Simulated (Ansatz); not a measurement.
SiC in the wurtzite structure, relaxed with r2SCAN in Ansatz: space group P6_3mc (No. 186), hexagonal; a = 3.075 Å, c = 5.048 Å in the conventional setting, 10.34 Å³ an atom. Si is surrounded by 4 C at 1.88–1.90 Å; C is surrounded by 4 Si at 1.88–1.90 Å. It was then strained (epitaxial in the xy plane), atoms relaxed again within the symmetry left. Unstrained, HSE06 gives 3.160 eV (Γ → K, 6×6×4 mesh), and the band edges keep their places in every row. The normal direction was relaxed to zero stress. Stress is positive in compression. Calculated for a static, non-magnetic cell.

Axes as in this cell:
```
CELL_PARAMETERS angstrom
3.07536 0.00000 0.00000
-1.53768 2.66334 0.00000
0.00000 0.00000 5.04811
ATOMIC_POSITIONS crystal
Si 0.33333 0.66667 0.99959
Si 0.66667 0.33333 0.49959
C 0.33333 0.66667 0.37541
C 0.66667 0.33333 0.87541
```

```
strain (%)        ε  ΔE_g, HSE06 (eV)  Δσ_xx, r2SCAN (GPa)
      -4.0  -0.0400            -0.560               +29.77
      -2.0  -0.0200            -0.253               +13.73
      -1.0  -0.0100            -0.120                +6.58
      -0.5  -0.0050            -0.059                +3.22
      +1.0  +0.0100            +0.107                -6.06
      +2.0  +0.0200            +0.145               -11.60
      +2.5  +0.0250            +0.157               -14.19
```

Question: Fit ΔE_g = a x + b x² to these rows by least squares, with x = ε.

Answer: The normal equations take Σx² = 3.250e-03, Σx³ = -4.850e-05, Σx⁴ = 3.291e-06, ΣxΔE = 3.685e-02 and Σx²ΔE = -8.439e-04, and give a = +9.63 eV, b = -114.5 eV; the largest residual is 0.022 eV.

Question: Fit the change of σ_xx in the same way.

Answer: Δσ_xx = -634.6 x + (2725) x² GPa. The slope, 635 GPa, is the biaxial modulus of the film.

Question: Predict the withheld row at -3.0 % (x = -0.0300).

Answer: ΔE_g ≈ +9.63 × (-0.0300) + (-114.5) × (-0.0300)² = -0.392 eV, and Δσ_xx ≈ +21.49 GPa. The runs give -0.399 eV and +21.45 GPa, off by -0.007 eV and -0.04 GPa.
